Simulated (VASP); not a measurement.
Write the native input for VASP 6.6.1 that does the following.

| Item | Value |
| --- | --- |
| Task | density of states |
| Functional | PBE |
| Dispersion | D3(BJ) |
| Potentials or basis | VASP PAW PBE potentials, release 64 (Ti_sv, S) |
| Cutoff | 520 eV |
| k mesh | 15 × 15 × 8 |
| Occupations | gaussian, width 0.1 eV |
| Spin | no spin polarisation |
| Dipole correction | no |
| k mesh for the DOS | 23 × 23 × 12 |
| Occupations for the DOS | tetrahedron |
| Further INCAR settings | ALGO = Fast; EDIFF = 1e-06; NBANDS = 19 |

TiS2 (db):

```
Ti S
1.0
     3.41200    0.00000    0.00000
    -1.70600    2.95488    0.00000
     0.00000    0.00000    5.69500
Ti S
1 2
Direct
  0.00000 0.00000 0.00000
  0.33333 0.66667 0.24818
  0.66667 0.33333 0.75182
```

These files were run (other wordings do the same):

POSCAR

```
TiS2
1.0
    3.4120000000      0.0000000000      0.0000000000
   -1.7060000000      2.9548786777      0.0000000000
    0.0000000000      0.0000000000      5.6950000000
Ti S
1 2
Direct
    0.0000000000      0.0000000000      0.0000000000
    0.3333333333      0.6666666667      0.2481841445
    0.6666666667      0.3333333333      0.7518158555
```

INCAR.step1

```
  PREC = Accurate
  ENCUT = 520
  EDIFF = 1E-6
  ISMEAR = 0
  SIGMA = 0.1
  LREAL = F
  LASPH = T
  NELM = 100
  ALGO = Fast
  ISIF = 2
  LWAVE = F
  LCHARG = T
  LMAXMIX = 4
  GGA = PE
  IVDW = 12
  NBANDS = 19
```

KPOINTS.step1

```
regular mesh
0
Gamma
  15 15 8
```

INCAR.step2

```
  PREC = Accurate
  ENCUT = 520
  EDIFF = 1E-6
  ISMEAR = -5
  SIGMA = 0.1
  LREAL = F
  LASPH = T
  NELM = 100
  ALGO = Fast
  ISIF = 2
  LWAVE = F
  LCHARG = F
  LMAXMIX = 4
  GGA = PE
  IVDW = 12
  LORBIT = 10
  NBANDS = 19
  NEDOS = 1001
  ICHARG = 11
```

KPOINTS.step2

```
regular mesh
0
Gamma
  23 23 12
```

Potentials or basis: VASP PAW PBE potentials, release 64 (Ti_sv, S).

Run with:

```sh
$ cat potpaw_PBE.64/Ti_sv/POTCAR potpaw_PBE.64/S/POTCAR > POTCAR
$ cp INCAR.step1 INCAR
$ cp KPOINTS.step1 KPOINTS
$ mpirun -np 1 vasp_std > vasp.out
$ cp INCAR.step2 INCAR
$ cp KPOINTS.step2 KPOINTS
$ mpirun -np 1 vasp_std > vasp.out
```

Results of the run:

```json
{"Valence electrons inside the program's atomic spheres": "Ti 10.17; S 3.73", "Dispersion energy per atom": "-0.384 eV"}
```

It took 7.1 min on 1 thread of Intel(R) Xeon(R) 6975P-C (Granite Rapids) (shared host), peak memory 0.67 GiB.
